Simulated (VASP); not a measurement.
Here is a VASP 6.6.1 calculation.

Contents of INCAR:

```
PREC     = Accurate       # precision mode
ENCUT    = 300            # plane-wave cutoff, eV
EDIFF    = 1E-7           # SCF threshold, eV
ISMEAR   = 0              # smearing method
SIGMA    = 0.03           # smearing width, eV
LREAL    = F              # projectors in reciprocal space
LASPH    = T              # aspherical terms in the spheres
NELM     = 80             # most SCF steps
ALGO     = Normal         # electronic algorithm
ISIF     = 3              # what is computed and relaxed
LWAVE    = F              # write WAVECAR
LCHARG   = F              # write CHGCAR
GGA      = PE             # functional
IBRION   = 2              # ionic algorithm
NSW      = 90             # ionic steps
EDIFFG   = -0.005         # ionic threshold
KPAR     = 2
```

File KPOINTS:

```
regular mesh
0
Gamma
  2 4 3
```

File POSCAR:

```
GeS                                     
1.0
   10.7129507222      0.0000000000      0.0000000000
    0.0000000000      3.7218986634     -0.0000000000
    0.0000000000     -0.0000000000      4.3267052449
  Ge              S             
     4     4
Direct
     0.1246796974451281    0.2500000000000000    0.1275958602051844
     0.3753203025548719    0.7500000000000000    0.6275958602051844
     0.6246796974451279    0.2500000000000000    0.3724041397948155
     0.8753203025548721    0.7500000000000000    0.8724041397948156
     0.8495415797747293    0.2500000000000000    0.5014988531979403
     0.6504584202252707    0.7500000000000000    0.0014988531979405
     0.3495415797747294    0.2500000000000000    0.9985011468020597
     0.1504584202252706    0.7500000000000000    0.4985011468020595
```

Potentials or basis: VASP PAW PBE potentials, release 64 (Ge, S).

Launch:

```sh
$ cat potpaw_PBE.64/Ge/POTCAR potpaw_PBE.64/S/POTCAR > POTCAR
$ mpirun -np 2 vasp_std > vasp.out
```

Question: What does it give for the space group after relaxing (to 0.05 Å)?

Answer: Pnma (No. 62).

Question: Predict the band gap on the k mesh.

Answer: 1.18 eV, indirect (least direct gap 1.23 eV).

Final structure:
```xyz
8
Lattice="10.7374 0.0000 0.0000 0.0000 3.7293 0.0000 0.0000 0.0000 4.3045" Properties=species:S:1:pos:R:3 pbc="T T T"
Ge    1.3457    0.9323    0.5427
Ge    4.0230    2.7970    2.6950
Ge    6.7144    0.9323    1.6095
Ge    9.3917    2.7970    3.7617
S     9.1258    0.9323    2.1546
S     6.9803    2.7970    0.0023
S     3.7571    0.9323    4.3021
S     1.6116    2.7970    2.1499
```

Caveat: the k mesh is coarse (spacing up to 0.48 Å⁻¹), so the values aren't converged; an odd mesh through Γ misses points on the zone boundary, where band edges often lie.
